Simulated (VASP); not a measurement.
# CsSnI3: changing the choice of potentials or basis

The cell as given:

Space group Pm-3m (No. 221). a = 6.206 Å, b = 6.206 Å, c = 6.206 Å, α = 90.00°, β = 90.00°, γ = 90.00°
```
atom  site  symmetry       x       y       z
  Cs    1a      m-3m  0.0000  0.0000  0.0000
   I    3c    4/mm.m  0.5000  0.5000  0.0000
  Sn    1b      m-3m  0.5000  0.5000  0.5000
```

The cell comes from a database or a generator and needn't be the form met in nature.

The cell was measured well above room temperature.

Kept alike: task relaxation of cell and atoms; functional PBE; k mesh 4 × 4 × 4; occupations fermi-dirac, width 0.05 eV; no spin polarisation. Program: VASP, cutoff 600 eV. The mesh is that of the run's cell of 5 atoms. No spin-orbit coupling.

| choice of potentials or basis | band gap (eV) | volume (Å³/atom) |
| --- | --- | --- |
| Cs_sv, I, Sn | 0.498 | 49.991 |
| Cs_sv, I, Sn_d | 0.504 | 50.124 |
| Cs_sv_GW, I_GW, Sn_d_GW | 0.493 | 49.994 |

Spin-orbit coupling, left out here, moves the band edges of heavy atoms and can close or invert small gaps. Gaps hold for each row's own relaxed cell. The relaxations keep at least the cell's symmetry (Pm-3m). Relaxations stop with a little pressure left, so the last digits of a volume or edge aren't settled. A gap read on the mesh alone can miss an edge between its points.

**Question.** What does the choice of potentials or basis change here?

**Answer.** The band gap runs from 0.493 (Cs_sv_GW, I_GW, Sn_d_GW) to 0.504 eV (Cs_sv, I, Sn_d). The volume runs from 49.991 (Cs_sv, I, Sn) to 50.124 Å³/atom (Cs_sv, I, Sn_d).
